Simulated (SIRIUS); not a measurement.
Runs of SIRIUS 7.10.0 on SiO2. The structure is hexagonal, space group P6_422 (No. 181). Conventional cell: a = 5.061 Å, b = 5.061 Å, c = 5.541 Å, α = 90.00°, β = 90.00°, γ = 120.00°. Around Si (site symmetry 222) lie 4 O at 1.61 Å. O (site symmetry 2) has 2 Si at 1.61 Å as nearest neighbours. The cell comes from a database or a generator and needn't be the stable form of this composition.

```tsv
potentials or basis	cutoff (eV)	radial cutoff for the potentials' integrals	gap on the mesh (eV)	pressure (GPa)	largest force (eV/Å)
SG15 1.2 PBE (norm-conserving)	1152	6.5 bohr	(b)	(a)	0.28
JTH 2.0 PBE (PAW)	611	-	5.72	3.2	0.14
in-house norm-conserving set, PBE (scalar relativistic)	1254	6.5 bohr	5.74	(c)	0.24
PseudoDojo 0.4.1 PBE standard (scalar relativistic)	1152	6.5 bohr	5.77	4.5	0.21
PseudoDojo 0.5 PBE standard (scalar relativistic)	1152	6.5 bohr	5.77	4.5	0.21
PseudoDojo 0.5 PBE stringent (scalar relativistic)	1254	6.5 bohr	5.76	4.8	0.23
SPMS 1.0 PBE (norm-conserving)	1152	6.5 bohr	5.77	4.5	0.21
```

Alike in all rows: task single point; level PBE; no spin polarisation; cell as given; k mesh 3 × 3 × 3; smearing fermi-dirac 0.05 eV; the mesh is coarse, so values aren't converged.

Task: Fill in the values left out.

Result: (a) 6.1; (b) 5.78; (c) 5.1.

Caveats: all runs use coarse meshes; an odd mesh through Γ misses points on the zone boundary, where band edges often lie.
